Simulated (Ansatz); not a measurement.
Program: Ansatz. Geometries: PBE0-D4/def2-TZVP. ΔE: electronic, gas phase. CCSD(T)/CBS is the MP2 limit (def2-TZVPP, def2-QZVPP) plus CCSD(T) − MP2 in def2-TZVPP, frozen cores. This one scheme is used for every species. DFT in def2-TZVPP. Open shells (•) are unrestricted, without spin–orbit coupling. Elements past krypton have def2 core potentials. For In outer-core shells are correlated without core-valence functions, which leaves a few kJ/mol of doubt a bond. Each species was taken in one conformer, which may not be the lowest.

Reaction (hydrogen abstraction from the In–H bond): `[SiH3][O][InH][Cl]` + `F[C](F)F`• → `[SiH3][O][In][Cl]`• + trifluoromethane

Problem. Is it downhill or uphill in electronic energy at CCSD(T)/CBS, and by how much? (Best estimate.)

Solution. Ansatz gave: Downhill: ΔE = -170.4 kJ/mol.

Problem. What do these levels give: LDA (SPW92), B97M-V, CAM-B3LYP-D4, BLYP, PBE0, BHLYP, CCSD(T)/def2-SVP, MP2/def2-TZVPP, CCSD/def2-TZVPP, HF/def2-QZVPP, HF/CBS(def2), CCSD/CBS(def2)? (Best estimate.)

Solution. Ansatz gave: LDA (SPW92) -177.8, B97M-V -166.6, CAM-B3LYP-D4 -165.9, BLYP -181.1, PBE0 -169.1, BHLYP -169.8, CCSD(T)/def2-SVP -169.7, MP2/def2-TZVPP -174.4, CCSD/def2-TZVPP -168.6, HF/def2-QZVPP -148.7, HF/CBS(def2) -148.6, CCSD/CBS(def2) -169.2 kJ/mol.

Largest T1 diagnostic among the species: 0.019.

From PBE to PBE0 (25 % exact exchange), in def2-TZVPP and without D4, ΔE moves by +5.6 kJ/mol. In def2-TZVPP, CCSD(T) changes the Hartree–Fock value by −20.4 kJ/mol (the triples alone add −1.2 kJ/mol) and MP2 by −25.0 kJ/mol. Leaving LDA and LC-ωPBE aside and taking each functional with its dispersion term where it has one, the values, not all of them listed here, spread over 20.0 kJ/mol, from BLYP-D4 to r2SCAN0-D4. LDA lies −3.0 kJ/mol from PBE without D4.
